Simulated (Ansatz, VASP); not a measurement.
**MgO in VASP and in Ansatz**

The input INCAR:

```
SYSTEM = MgO
PREC     = Accurate       ! precision mode
ENCUT    = 520            ! plane-wave cutoff, eV
EDIFF    = 1E-6           ! SCF threshold, eV
ISMEAR   = 0              ! smearing method
SIGMA    = 0.05           ! smearing width, eV
LREAL    = .FALSE.        ! projectors in reciprocal space
LASPH    = .TRUE.         ! aspherical terms in the spheres
NELM     = 100            ! most SCF steps
ALGO     = Normal         ! electronic algorithm
ISIF     = 2              ! what is computed and relaxed
LWAVE    = .FALSE.        ! write WAVECAR
LCHARG   = .FALSE.        ! write CHGCAR
GGA      = PS             ! functional
NBANDS   = 11             ! bands
```

File KPOINTS:

```
regular mesh
0
G
  10 10 10
  0 0 0
```

POSCAR

```
MgO
1.0
    0.0000000000      1.9563532374      2.5432592086
    1.9563532374      0.0000000000      2.5432592086
    1.9563532374      1.9563532374      0.0000000000
Mg O
1 1
Direct
    0.0000000000      0.0000000000      0.0000000000
    0.5000000000      0.5000000000      0.5000000000
```

Input for Ansatz:

```yaml
crystal:
  lattice:
    - [0.0, 1.9563532374, 2.5432592086]
    - [1.9563532374, 0.0, 2.5432592086]
    - [1.9563532374, 1.9563532374, 0.0]
  atoms:
    - { symbol: Mg, position: [0.0, 0.0, 0.0] }
    - { symbol: O, position: [0.5, 0.5, 0.5] }
basis:
  ecutwfc: 420
kpoints:
  mp_grid: { grid: [10, 10, 10] }
hamiltonian:
  xc: pbesol
scf:
  occupations: { method: gaussian, width: 0.05 }
output:
  forces: true
  stress: true
  eigenvalues: true
```

Alike in both runs: task single point; functional PBEsol; k mesh 10 × 10 × 10; occupations gaussian, width 0.05 eV; no spin polarisation.

|  | VASP | Ansatz |
| --- | --- | --- |
| version | VASP 6.6.1 | Ansatz 0.2.0 |
| potentials or method | VASP PAW PBE potentials, release 64 (Mg, O) | scalar-relativistic, plane waves, PAW |
| plane-wave cutoff (eV) | 520 | 420 |
| valence electrons in the cell | 8 | 16 |

```tsv
	VASP	Ansatz	Ansatz less VASP
gap on the k mesh at the Fermi level (eV)	3.98	3.99	+0.007
least direct gap on the mesh (eV)	3.98	3.99	+0.007
pressure (GPa)	11.6	11.8	+0.16
largest component of the traceless stress (GPa)	24.32	24.14	-0.176
```

The two sets of potentials don't hold the same shells in valence.

Caveats: the PAW data sets were made with another functional, which shifts forces and pressure a little (VASP). PBEsol gaps usually lie below the measured ones, often by a third to a half.
